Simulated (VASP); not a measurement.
Wanted: the native input for a VASP 6.6.1 run.

```yaml
Task: single point
Functional: PBE
Potentials_or_basis: VASP PAW PBE potentials, release 64 (Mg)
Cutoff: 520 eV
k_mesh: 12 × 12 × 7
Occupations: fermi-dirac, width 0.05 eV
Spin: no spin polarisation
Dipole_correction: no
Further_INCAR_settings: ALGO = Normal; EDIFF = 1e-06; NBANDS = 9
```

The structure of Mg lies in POSCAR:

```
Mg
1.0
    3.2305256058      0.0000000000      0.0000000000
   -1.6152628028      2.7977172422      0.0000000000
    0.0000000000      0.0000000000      5.2448365023
Mg
2
Direct
    0.3333333333      0.6666666667      0.2500000000
    0.6666666667      0.3333333333      0.7500000000
```

The cell isn't the ideal one: volume scaled by 1.02.

The input as run:

INCAR

```
SYSTEM = Mg
PREC = Accurate ; ENCUT = 520
EDIFF = 1E-6 ; ISMEAR = -1
SIGMA = 0.05 ; LREAL = .False.
LASPH = .True. ; NELM = 100
ALGO = Normal ; ISIF = 2
LWAVE = .False. ; LCHARG = .False.
GGA = PE ; NBANDS = 9
```

KPOINTS

```
Automatic mesh
0
Gamma
  12 12 7
  0 0 0
```

Potentials or basis: VASP PAW PBE potentials, release 64 (Mg).

Command:

```console
$ cat potpaw_PBE.64/Mg/POTCAR > POTCAR
$ mpirun -np 1 vasp_std > vasp.out
```

It gave:

* Pressure: -1.2 GPa
* Band gap on the k mesh: none (metal or under the smearing width)

Wall time 13 s on 1 thread of Intel(R) Xeon(R) Platinum 8488C (Sapphire Rapids) (shared host), peak memory 0.17 GiB.
